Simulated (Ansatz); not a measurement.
Runs of Ansatz 0.2.0 on W. It takes space group Im-3m (No. 229, cubic). Conventional cell: a = 3.165 Å, b = 3.165 Å, c = 3.165 Å, α = 90.00°, β = 90.00°, γ = 90.00°. Around W (site symmetry m-3m) lie 8 W at 2.74 Å. 

| task | level | spin | cell | k mesh | cutoff (eV) | points for each segment of the path | mesh quality | gap on the mesh (eV) | pressure (GPa) |
| --- | --- | --- | --- | --- | --- | --- | --- | --- | --- |
| band structure | LDA | off | as given | 12 × 12 × 12 | 420 | 14 | not flagged | none | -8.9 |
| relaxation of cell and atoms | PBE | off | relaxed | 12 × 12 × 12 | 420 | - | not flagged | none | 0.0 |
| single point | r2SCAN0 | off | as given | 6 × 6 × 6 | 500 | - | coarse | none | (a) |
| single point | r2SCANh | off | as given | 6 × 6 × 6 | 500 | - | coarse | none | -3.0 |
| band structure | PBE | SOC, no magnetisation | as given | 9 × 9 × 9 | 420 | 14 | not flagged | none | 5.8 |

Alike in all rows: potentials or basis Ansatz PAW; smearing fermi-dirac 0.05 eV.

Estimate the missing entries.

(a) -5.8.

Caveats: some runs use coarse meshes; the PAW data sets come from PBE, with cores solved anew for the run's functional, which leaves a small shift of forces and pressure (some runs); the thresholds are loose for stress (some runs); spin-orbit coupling is left out, which moves the levels of the heavy elements (some runs); the plane-wave basis is chosen anew once the cell has moved, so the energies of steps on either side of that aren't comparable (some runs).

A k mesh can miss the band edges, and rows without SOC leave out spin-orbit coupling on W.

A gap of «none» marks a metal or a gap under the smearing width.
